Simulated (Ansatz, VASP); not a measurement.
# Fe in VASP and in Ansatz

```
Fe
1.0
     2.18169    0.00000    0.00000
     0.00000    2.18169    0.00000
     0.00000    0.00000    2.18169
Fe
1
Direct
  0.00000 0.00000 0.00000
```

Change from the starting cell: volume scaled by 0.78, LAPW.

Alike in both runs: task single point; functional PBE; k mesh 18 × 18 × 18; occupations fermi-dirac, width 0.1 eV; collinear spin.

|  | VASP | Ansatz |
| --- | --- | --- |
| version | VASP 6.6.1 | Ansatz 0.2.0 |
| potentials or method | VASP PAW PBE potentials, release 64 (Fe), cutoff 520 eV | all-electron LAPW, scalar-relativistic |

Ansatz gave:

* pressure (GPa): 48.7
* net moment per atom (μB): 1.63
* size of the moment on the site where the two differ most (μB): 1.63

Task: What did VASP give for the same quantities?

Result: Pressure (GPa): 46.8; net moment per atom (μB): 1.61; size of the moment on the site where the two differ most (μB): 1.59.

Site moments also hang on the region over which each program counts them. Ansatz ran all-electron here, so the differences hold the error of VASP's frozen core and of both bases.

Caveats: so large a pressure means that the cell lies far from this level's equilibrium, or that cutoff or potentials fall short (VASP).
